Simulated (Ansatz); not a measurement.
H in its lowest state found on the top face of a (100) slab of Ti (Fm-3m (No. 225)), 4 planes, outer planes Ti (top) and Ti (bottom); 1 a cell of 8.22 Å², its atoms last:

```xyz
5
Lattice="2.8679 0.0000 0.0000 0.0000 2.8679 0.0000 0.0000 0.0000 25.0838" Properties=species:S:1:pos:R:3 pbc="T T T"
Ti    1.4340    1.4340    8.5000
Ti    0.0000    0.0000   10.5279
Ti    1.4340    1.4340   12.5621
Ti    0.0000    0.0000   14.5366
H     1.4340    1.4340   14.5944
```

These are results of DFT PBEsol, scalar-relativistic, plane waves, PAW in Ansatz 0.2.0, not measurements. Settings: cutoff 420 eV, Γ-centred mesh 10×10×1 on the computed 5-atom cell, Gaussian smearing of 0.10 eV; no spin polarisation. A dipole correction removes the field between periodic images along c.

The clean top face has a work function of 4.17 eV. Adsorption changes the slab's dipole along +c by Δp = -0.0233 e·Å a cell (-0.11 D an adsorbate).

(1) What change of work function does the Helmholtz equation give?

(2) How does that compare with the calculation?

(3) What does the sign say about the electrons?

Answers

(1) A sheet of dipoles makes a step in an electron's potential energy of −e·Δp/(ε0·A), and e/ε0 = 180.95 eV·Å for Δp in e·Å: −180.95 × (-0.0233)/8.22 = +0.51 eV. This is the change of φ(top) − φ(bottom). If the bottom face is unmoved, φ(top) becomes 4.69 eV.

(2) φ(top) changes by +0.44 eV and φ(bottom) by -0.07 eV, so their difference changes by +0.51 eV. The slab is thin enough for the adsorbate to shift the Fermi level against the bottom face too.

(3) The change of dipole points into the surface (negative end outward), so the work function rises. Δp also holds the adsorbate's own dipole and the moves of the surface atoms, so it isn't a charge transfer alone.

The reference crystal is the fcc form of Ti, which isn't its usual structure.